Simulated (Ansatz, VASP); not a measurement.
**Two plane-wave programs on I**

```
CELL_PARAMETERS angstrom
2.54543 0.00000 0.00000
0.00000 2.54543 0.00000
0.00000 0.00000 6.22323
ATOMIC_POSITIONS crystal
I 0.50000 0.50000 0.00000
```

Alike in both runs: task relaxation of cell and atoms; functional PBE; k mesh 6 × 6 × 4; occupations gaussian, width 0.1 eV; no spin polarisation.

|  | VASP | Ansatz |
| --- | --- | --- |
| version | VASP 6.6.1 | Ansatz 0.2.0 |
| potentials or method | VASP PAW PBE potentials, release 64 (I) | scalar-relativistic, plane waves, PAW |
| plane-wave cutoff (eV) | 600 | 420 |
| valence electrons in the cell | 7 | 17 |

Ansatz gave:

* gap on the k mesh at the Fermi level, each at its own relaxed structure (eV): none
* relaxed volume (Å³/atom): 53.80
* relaxed cell length with the largest relative difference (Å): 5.131
* energy change over the relaxation (meV/atom): -3368

Which values does VASP return?

gap on the k mesh at the Fermi level, each at its own relaxed structure (eV): none; relaxed volume (Å³/atom): 65.19; relaxed cell length with the largest relative difference (Å): 6.207; energy change over the relaxation (meV/atom): -3358.

A gap of «none» marks a metal or a gap that the smearing closes. One of these differences is far larger than is usual between the two programs; its cause wasn't traced. The two sets of potentials don't hold the same shells in valence.

Caveats: the k mesh is coarse (spacing up to 0.41 Å⁻¹), so the values aren't converged; the volume moved by over 15 % at a fixed basis, so the end points are rough (VASP); an odd number of electrons without spin polarisation forces a metal; a magnetic or distorted state may lie lower. Spin-orbit coupling is left out, which matters for the levels of I.
